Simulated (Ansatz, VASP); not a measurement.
Pt in VASP and in Ansatz

```xyz
1
Lattice="0.0000 1.9698 1.9698 1.9698 0.0000 1.9698 1.9698 1.9698 0.0000" Properties=species:S:1:pos:R:3 pbc="T T T"
Pt    0.0000    0.0000    0.0000
```

Alike in both runs: functional r2SCAN; k mesh 20 × 20 × 20; occupations methfessel-paxton of order 1, width 0.1 eV; no spin polarisation.

Ansatz relaxed the structure, and its values are those at the end. VASP's run is a single point on that final structure, the one shown.

|  | VASP | Ansatz |
| --- | --- | --- |
| version | VASP 6.6.1 | Ansatz 0.2.0 |
| potentials or method | VASP PAW PBE potentials, release 64 (Pt) | scalar-relativistic, plane waves, PAW |
| plane-wave cutoff (eV) | 520 | 500 |
| valence electrons in the cell | 10 | 18 |

|  | VASP | Ansatz | Ansatz less VASP |
| --- | --- | --- | --- |
| gap on the k mesh at the Fermi level (eV) | none | none | - |
| pressure (GPa) | 0.7 | 0.0 | -0.70 |

A gap of «none» marks a metal or a gap that the smearing closes. The two sets of potentials don't hold the same shells in valence.

Caveats: the PAW data sets were made with another functional, which shifts forces and pressure a little (VASP). Spin-orbit coupling is left out, which matters for the levels of Pt.
